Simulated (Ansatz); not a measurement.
# TePb (Fm-3m): a many-body input that goes wrong, and its mend

A first try at the G0W0 gap of TePb (Fm-3m), what the program said, and an input that works.

Program: Ansatz 0.2.0. Level of theory: G0W0 on PBE, plane waves, PAW. Results are calculated unless marked as measured.

## (1) Starting point

It takes space group Fm-3m (No. 225, cubic). The conventional cell has a = 6.462 Å, b = 6.462 Å, c = 6.462 Å, α = 90.00°, β = 90.00°, γ = 90.00°. Nearest to Te lie 6 Pb at 3.23 Å. Nearest to Pb lie 6 Te at 3.23 Å. Farther neighbours and most contacts between anions are not listed.

The cell and positions come from the Crystallography Open Database and are kept as given unless a step says otherwise. Spin-orbit coupling is left out unless a step names it. The default PAW set here is soft_2. Its files were made with PBE.

## (2) First try

Contents of input.yaml:

```yaml
crystal:
  lattice:
    - [0.0, 3.231, 3.231]
    - [3.231, 0.0, 3.231]
    - [3.231, 3.231, 0.0]
  atoms:
    - { symbol: Te, position: [0.5, 0.5, 0.5] }
    - { symbol: Pb, position: [0.0, 0.0, 0.0] }
kpoints:
  mp_grid: { grid: [4, 4, 4] }
hamiltonian:
  xc: pbe
scf:
  occupations: { method: fixed }
gw:
  n_empty_bands: 109
  ecut_chi: 10
  qp_bands: [v2, c2]
  qp_kpoints: band_edges
  screening: { model: contour_deformation }
```

On the command line:

```bash
$ ansatz run input.yaml --threads 3 --pin off --max-ram 92160MiB --backend cuda --events-out ev --progress --plain --runs-dir out --devices 1 --max-vram 13GiB
```

Numbers of over 12 decimals in the logs are rounded to 6 here.

Log:

```text
GPUs: using 1 of 1 available (devices: 1).
Engine: ansatz 0.2.0, x86_64-unknown-linux-gnu
Pseudopotentials: kind: paw
Pseudopotential: Te, paw, valence charge 16, recommended cutoff 420 eV (normal), Te.paw.azcp
Pseudopotential: Pb, paw, valence charge 14, recommended cutoff 420 eV (normal), Pb.paw.azcp
Functional definition: PBE
  parameter kappa = 0.804
  parameter beta = 0.066725
  exchange = pbe_x(kappa = kappa, mu = beta*pi^2/3)
  correlation = pbe_c(beta = beta)
device memory: the entry about to start is reckoned to put 1.0 GiB on a device that reports 47.2 GiB free (of which the cap on the GPU budget leaves the run 13.0 GiB)
GPU FFT provider: cuFFT
GPU libraries: cuBLAS 13.8.2, cuFFT 12.4.0, cuSOLVER 12.3.4
Crystal: 2 atoms, lattice volume = 67.459 Å³
Basis set: ecut = 420 eV, 1363 PW (Γ)
Bands: 19, of which v1, the nominal top of the filled ones, is band 15 counted from 1 (14 counted from 0)
Symmetry: 48 space group operations
Space group: Fm-3m (ITA 225), of the structure as read, at distance tolerance 4.1e-5 Å
k-points: 8 of 64
Non-local potential: Te, projectors of the file, l = 0: 2, l = 1: 2, l = 2: 2, l = 3: 2
Non-local potential: Pb, projectors of the file, l = 0: 2, l = 1: 2, l = 2: 2, l = 3: 2
PAW form: soft (Blöchl's): semilocal exchange-correlation on the pseudo side does not see the compensation charge
PAW one-centre angular grid: Te, 590 points (default); XC on 64 Gauss nodes
PAW one-centre angular grid: Pb, 590 points (default); XC on 64 Gauss nodes
Initial density: superposition of atomic densities (neutral atoms: chi_scale 0, normalization atom), corrected by the library's trained network
Initial wavefunctions: pseudopotential atomic-orbital guess
GPU buffer pool allocated for 32768 grid points (all kernels)
GPU transforms: local potential and band sums: pruned to the plane-wave sphere, on 30×32×32
Functional: x = pbe(κ = 0.804, μ = 0.219515), c = pbe(β = 0.066725)
SCF iter   1: F=—  HF=-18887.158629 eV  |F-HF|=—  |Δ(HF+E_count)|=         —  Δρ=5.73e-4  dr2=2.01e-4  ethr=1.77e-3  ⟨swp⟩=4.9  Hψ=637  notcnv=0  defer=13
preconditioner: auto → none  [insulator: Δε(μ)=0.728 eV  Ē_g=14.751 eV  n_scr=14 (ndim 8)  ℏωp=20.2 eV  f_vac=0.014  ε∞_Penn≈2.9]
SCF iter   2: F=—  HF=-18887.156821 eV  |F-HF|=—  |Δ(HF+E_count)|=   1.81e-3  Δρ=3.95e-4  dr2=9.84e-5  ethr=6.71e-7  ⟨swp⟩=3.0  Hψ=404  notcnv=0  defer=13
SCF iter   3: F=—  HF=-18887.156834 eV  |F-HF|=—  |Δ(HF+E_count)|=   1.27e-5  Δρ=1.46e-4  dr2=1.11e-5  ethr=3.28e-7  ⟨swp⟩=2.0  Hψ=224  notcnv=0  defer=11
SCF iter   4: F=—  HF=-18887.156851 eV  |F-HF|=—  |Δ(HF+E_count)|=   1.70e-5  Δρ=5.26e-5  dr2=1.45e-6  ethr=3.72e-8  ⟨swp⟩=3.0  Hψ=269  notcnv=0  defer=13
SCF iter   5: F=—  HF=-18887.156852 eV  |F-HF|=—  |Δ(HF+E_count)|=   1.24e-6  Δρ=2.67e-5  dr2=6.28e-7  ethr=4.83e-9  ⟨swp⟩=2.6  Hψ=243  notcnv=0  defer=16
SCF iter   6: F=-18887.156852 eV  HF=-18887.156852 eV  |F-HF|=1.14e-7  |Δ(HF+E_count)|=   1.30e-7  Δρ=1.11e-5  dr2=9.07e-8  ethr=3.33e-10  ⟨swp⟩=5.1  Hψ=730  notcnv=0
SCF 1 converged in 6 iterations: F = -18887.156852 eV  dr2 = 9.07e-8
[...]
device memory: the entry about to start is reckoned to put 1.4 GiB on a device that reports 47.2 GiB free (of which the cap on the GPU budget leaves the run 13.0 GiB)
NSCF: frozen V_eff on 8 k-points
[...]
device memory: the entry about to start is reckoned to put 2.9 GiB on a device that reports 47.2 GiB free (of which the cap on the GPU budget leaves the run 13.0 GiB)
NSCF: frozen V_eff on 8 k-points
G₀W₀ screening: q 1/8
[... further progress lines ...]
device memory: the entry about to start is reckoned to put 0.3 GiB on a device that reports 47.1 GiB free (of which the cap on the GPU budget leaves the run 13.0 GiB)
NSCF: frozen V_eff on 1 k-points
SCF converged after 6 iterations
Free energy (F): -18887.156852 eV
Harris-Foulkes:  -18887.156852 eV  (|F-HF|=1.14e-7)
Internal energy: -18887.156852 eV  (E = F + TS)
E sigma→0 (E₀):  -18887.156852 eV
Fermi energy:    8.702420 eV
--- Per-component energies (eV) ---
  E_band       = -316.612239
  E_kinetic    = 468.336499
  E_local      = -2385.269244  (includes V_loc(G=0)·N_el)
  E_nonlocal   = 39.828284
  E_hartree    = 1254.958915
  E_xc         = -345.567449
  E_vxc        = -237.115506  (∫ρ·V_xc dr)
  E_paw        = -15066.524547  (= ΣΔE_a)
  E_vpaw       = -712.291635  (= ΣTr[D̂ρ^β])
  E_aug_tail   = -0.000145  (compensation charges beyond the density's cutoff)
  E_ewald      = -2852.919164
  E_smearing   = -0.000000  (= −TS)
  E_closure    = 0.000000  (closes the sum)
  Σ components = -18887.156852   (vs F -18887.156852, Δ=0.00e0)
--- Band table (eV; the first three rows and the last of 8) ---
  k-point 0: bands = [... 11 lower, 3.1081, 7.3493, 7.3493, 7.3493, 12.7761, 12.7761, 12.7761, 14.5178]
  k-point 1: bands = [... 11 lower, 1.6917, 7.5128, 7.5128, 8.0447, 10.8218, 11.1516, 11.1516, 14.6605]
  k-point 2: bands = [... 11 lower, 0.1200, 7.8071, 7.8071, 8.7024, 9.4321, 9.9715, 9.9715, 17.0765]
  k-point 7: bands = [... 11 lower, 0.7258, 4.9120, 4.9120, 8.3396, 10.3712, 13.9228, 13.9228, 15.5501]
--- G₀W₀: contour deformation, 7 samples at zero and on the imaginary axis and 1 off it, 64 q-points, 109 empty bands' worth ---
  eigenvalues of the whole cell's RPA ε∞ on this k-mesh (on a slab, of 1 + 4πα/V) = 41.7668, 41.7668, 41.7668; static W/v taken at q = 0 is 0.023942
  bands read: the sum over 124 bands ends inside a degenerate multiplet in 1 slot, whose members it reads at an even weight; the widest, k=7: bands 124 to 125 (counted from 1) at 1/2 each
  gw.qp_kpoints: band_edges: 3 of 8 stored k-points solved, in 1 pass; an edge of the gap read off the rows below is read off those points alone
    valence top: of the k-points left out ik 1 came nearest to being solved in a further pass, in band 15 (counted from 1, as in the quasiparticle table): it holds the edge there only if its correction is more favourable than any solved in that band by at least 0.658 eV; those differ by 0.137 eV
    conduction bottom: of the k-points left out ik 1 came nearest to being solved in a further pass, in band 16 (counted from 1, as in the quasiparticle table): it holds the edge there only if its correction is more favourable than any solved in that band by at least 1.390 eV; those differ by 0.174 eV
    ik  band        ε_KS         Σx   Σc(E_QP)       V_xc       Z   E_QP_lin       E_QP  E_QP is
     2    14      7.8071   -15.6667     2.1466   -13.7664  0.7754     8.0522     8.0535  root
     2    15      8.7024   -15.4124     1.3666   -14.5302  0.7921     9.1833     9.1867  root
     2    16      9.4321    -8.0441    -2.8500   -11.3153  0.7980     9.8571     9.8534  root
     2    17      9.9715    -8.4711    -2.7146   -11.6870  0.7943    10.4790    10.4727  root
     5    14      7.6159   -15.1905     2.0681   -13.3492  0.7726     7.8415     7.8428  root
     5    15      8.0764   -14.5116     1.4136   -13.4450  0.7845     8.4211     8.4233  root
     5    16     10.3778    -9.5562    -2.7528   -12.9047  0.7899    10.9862    10.9735  root
     5    17     10.4826    -9.2081    -2.7271   -12.5130  0.7888    11.0714    11.0605  root
     7    14      4.9120   -14.5507     3.2921   -11.3363  0.7092     4.9894     4.9897  root
     7    15      8.3396   -15.7510     1.7766   -14.3615  0.7856     8.7241     8.7267  root
     7    16     10.3712    -8.7103    -2.9359   -12.2213  0.7908    10.9564    10.9463  root
     7    17     13.9228    -7.2188    -4.0313   -11.7456  0.7652    14.4262    14.4183  root
```

Elapsed: 5.1 s, on 1 × NVIDIA H100 80GB HBM3 (shared by 6 runs) with 3 threads of AMD EPYC 7R13 (Zen 3), shared host; peak memory 1.1 GiB; 6.3 s of CPU time.

Q: What is the fault?

The run ended normally, though the input holds a fault or crude settings.

The fault: screening cutoff of 10 eV. Nearly all local fields and short-range correlation are left out.

It printed a gap of 0.67 eV, which is an artefact of the settings.

## (3) A better input

G0W0 replaces the xc potential by the self-energy, built once from these orbitals. Only a window of levels is corrected, while the sums run over the empty bands that the input names.

Changes to input.yaml since step 2:

```diff
@@ -15,4 +15,4 @@
 gw:
-  n_empty_bands: 109
-  ecut_chi: 10
+  n_empty_bands: 201
+  ecut_chi: 120
   qp_bands: [v2, c2]
```

Log:

```text
GPUs: using 1 of 1 available (devices: 1).
[...]
GPU FFT provider: cuFFT
GPU libraries: cuBLAS 13.8.2, cuFFT 12.4.0, cuSOLVER 12.3.4
Crystal: 2 atoms, lattice volume = 67.459 Å³
Basis set: ecut = 420 eV, 1363 PW (Γ)
Bands: 19, of which v1, the nominal top of the filled ones, is band 15 counted from 1 (14 counted from 0)
[... 1 set-up line as in the run before ...]
[...]
k-points: 8 of 64
[...]
GPU buffer pool allocated for 32768 grid points (all kernels)
[...]
SCF iter   1: F=—  HF=-18887.158629 eV  |F-HF|=—  |Δ(HF+E_count)|=         —  Δρ=5.73e-4  dr2=2.01e-4  ethr=1.77e-3  ⟨swp⟩=4.9  Hψ=637  notcnv=0  defer=13
[...]
SCF iter   6: F=-18887.156852 eV  HF=-18887.156852 eV  |F-HF|=1.14e-7  |Δ(HF+E_count)|=   1.30e-7  Δρ=1.11e-5  dr2=9.07e-8  ethr=3.33e-10  ⟨swp⟩=5.1  Hψ=730  notcnv=0
SCF 1 converged in 6 iterations: F = -18887.156852 eV  dr2 = 9.07e-8
[...]
2    14      7.8071   -15.6667     1.4591   -13.7664  0.7371     7.3599     7.3660  root
     2    15      8.7024   -15.4124     0.5389   -14.5302  0.7579     8.3566     8.3591  root
     2    16      9.4321    -8.0441    -3.4093   -11.3153  0.7726     9.2944     9.2941  root
     2    17      9.9715    -8.4711    -3.3368   -11.6870  0.7655     9.8509     9.8506  root
     5    14      7.6159   -15.1905     1.4074   -13.3492  0.7353     7.1758     7.1822  root
     5    15      8.0764   -14.5116     0.6981   -13.4450  0.7513     7.7045     7.7079  root
     5    16     10.3778    -9.5562    -3.4398   -12.9047  0.7597    10.2868    10.2865  root
     5    17     10.4826    -9.2081    -3.3980   -12.5130  0.7573    10.3897    10.3894  root
     7    14      4.9120   -14.5507     2.8128   -11.3363  0.6764     4.5007     4.5104  root
     7    15      8.3396   -15.7510     1.0010   -14.3615  0.7477     7.9475     7.9511  root
     7    16     10.3712    -8.7103    -3.5852   -12.2213  0.7613    10.2971    10.2969  root
     7    17     13.9228    -7.2188    -4.6524   -11.7456  0.7332    13.7975    13.7971  root
[key lines of the parts left out:]
SCF converged after 6 iterations
Free energy (F): -18887.156852 eV
Fermi energy:    8.702420 eV
```

Elapsed: 6 s, on 1 × NVIDIA H100 80GB HBM3 (shared by 6 runs) with 3 threads; peak memory 1.1 GiB; 10 s of CPU time.

Numbers from this step:

```yaml
bands_summed: 216
rpa_eps_infinity_on_this_mesh_eigenvalues: 39.10, 39.10, 39.10
plane_waves_in_the_screening_matrix: 181
q_points_in_the_mesh: 64
g0w0_gap_on_the_mesh: 0.9349 eV
k_of_the_valence_top: 0, 0, -0.5
k_of_the_conduction_bottom: 0, 0, -0.5
starting_gap_on_the_mesh: 0.7297 eV
z_at_the_valence_top: 0.7579
z_at_the_conduction_bottom: 0.7726
least_direct_g0w0_gap_on_the_computed_points: 0.9349 eV
```

The gap on the mesh goes from 0.73 eV to 0.93 eV, a correction of +0.21 eV. Between the two edge states, bare exchange in place of the xc potential would open the gap by 4.15 eV, and correlation takes back 3.95 eV.

## (4) Summary of results

| Quantity | Value |
| --- | --- |
| first try | converged after 5.1 s |
| better run | G0W0 gap on the mesh 0.93 eV (4×4×4 mesh, 201 empty bands, screening to 120 eV) |

**Reading.** The second run differs in: empty bands and screening cutoff (eV). Bands and cutoff are finite, so the gap is not at the basis limit. The miss can reach some tenths of an eV and take either sign; the mesh is an error of its own. The 4×4×4 mesh is coarse for this cell (its supercell is 18 Å along the shortest edge). The RPA ε∞ on it, from the PBE start, is 39.10; such meshes misread the long-range screening, most where the gap is narrow. Where an edge is built on 6p states of lead, bismuth or thallium, scalar-relativistic gaps usually stand too wide, by a few tenths to over one eV. With atoms this heavy and so narrow a gap, spin-orbit coupling can invert the bands. These scalar-relativistic gaps are then model values, not to be set against experiment, and a spin-orbit change taken from DFT can't simply be added. The RPA ε∞ on this mesh reaches over 25; with a narrow direct gap a coarse mesh can overstate it, and the correction is then too small.

[Paths, hosts, dates, memory and timing lines, banners, echoed tables and standing remarks are left out of the program output.]

[Logs are printed without paths, hosts, clocks, repeated set-up lines and the standing remarks that a program may print on its own settings, such as how far it seeks lower states.]

[Runs of the session that timed out or met a known fault of the program may be left out.]

[Cells called generated may have been cut or substituted from an entry of the Crystallography Open Database or the Materials Project.]

[Hosts, paths, dates, database ids (printed as entryN), source tags and the programs' standing remarks are cut or masked in the printed files.]
